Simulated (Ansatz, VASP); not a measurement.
Pt: VASP beside Ansatz

Contents of INCAR:

```
SYSTEM = Pt
ALGO = Fast
EDIFF = 1E-6
ENCUT = 520
GGA = PE
ISIF = 2
ISMEAR = 0
LASPH = .TRUE.
LCHARG = .FALSE.
LREAL = .FALSE.
LWAVE = .FALSE.
NBANDS = 11
NELM = 80
PREC = Accurate
SIGMA = 0.05
```

KPOINTS

```
k-points
0
G
  8 8 8
  0 0 0
```

Contents of POSCAR:

```
Pt
1.0
    0.0000000000      2.0016167320      2.0016167320
    2.0016167320      0.0000000000      2.0016167320
    2.0016167320      2.0016167320      0.0000000000
Pt
1
Direct
    0.0000000000      0.0000000000      0.0000000000
```

Input for Ansatz:

```yaml
crystal:
  lattice:
    - [0.0, 2.0016167341, 2.0016167341]
    - [2.0016167341, 0.0, 2.0016167341]
    - [2.0016167341, 2.0016167341, 0.0]
  atoms:
    - { symbol: Pt, position: [0.0, 0.0, 0.0] }
basis:
  ecutwfc: 600
  ecutrho_ratio: 5
kpoints:
  mp_grid: { grid: [8, 8, 8] }
hamiltonian:
  xc: pbe
scf:
  occupations: { method: gaussian, width: 0.05 }
output:
  forces: true
  stress: true
  eigenvalues: true
```

Alike in both runs: task single point; functional PBE; k mesh 8 × 8 × 8; occupations gaussian, width 0.05 eV; no spin polarisation.

```csv
,VASP,Ansatz
version,VASP 6.6.1,Ansatz 0.2.0
potentials or method,"VASP PAW PBE potentials, release 64 (Pt)","scalar-relativistic, plane waves, PAW"
plane-wave cutoff (eV),520,600
valence electrons in the cell,10,18
```

|  | VASP | Ansatz | Ansatz less VASP |
| --- | --- | --- | --- |
| gap on the k mesh at the Fermi level (eV) | none | none | - |
| pressure (GPa) | -7.0 | -6.5 | +0.51 |

A gap of «none» marks a metal or a gap that the smearing closes. The two sets of potentials don't hold the same shells in valence.

The runs have no spin-orbit coupling, so splittings on Pt are missing.
